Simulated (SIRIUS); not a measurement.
**W and the effect of the dispersion correction**

Space group Im-3m (No. 229). a = 3.165 Å, b = 3.165 Å, c = 3.165 Å, α = 90.00°, β = 90.00°, γ = 90.00°
| atom | site | symmetry | x | y | z |
| --- | --- | --- | --- | --- | --- |
| W | 2a | m-3m | 0.0000 | 0.0000 | 0.0000 |

Kept alike: task equation of state; functional PBE; k mesh 12 × 12 × 12; occupations fermi-dirac, width 0.05 eV; no spin polarisation. Program: SIRIUS, all-electron FP-LAPW, apw+lo standard, cutoff 185 eV. The mesh is that of the run's cell of 1 atom. No spin-orbit coupling.

| dispersion correction | volume (Å³/atom) | bulk modulus (GPa) |
| --- | --- | --- |
| D3(zero) | 15.755 | 315.8 |
| D3(BJ) | 15.775 | 312.2 |
| D4 | 15.797 | 313.2 |
| none | 16.149 | 298.6 |

For a metal such a mesh leaves the last digits unconverged. Volume and modulus come from cells scaled at fixed shape and fractions.

Task: What does the dispersion correction change here?

Result: The volume runs from 15.755 (D3(zero)) to 16.149 Å³/atom (none). Against no correction: D3(zero) -2.4 %; D3(BJ) -2.3 %; D4 -2.2 %. Dispersion terms mostly attract and so lower the volume; the schemes' coefficients and damping set how far. Measured: 15.8 Å³/atom (arxiv:2311.02034); nearest D4, 0.00 Å³/atom off. The runs are for a static lattice. The bulk modulus runs from 298.6 (none) to 315.8 GPa (D3(zero)).
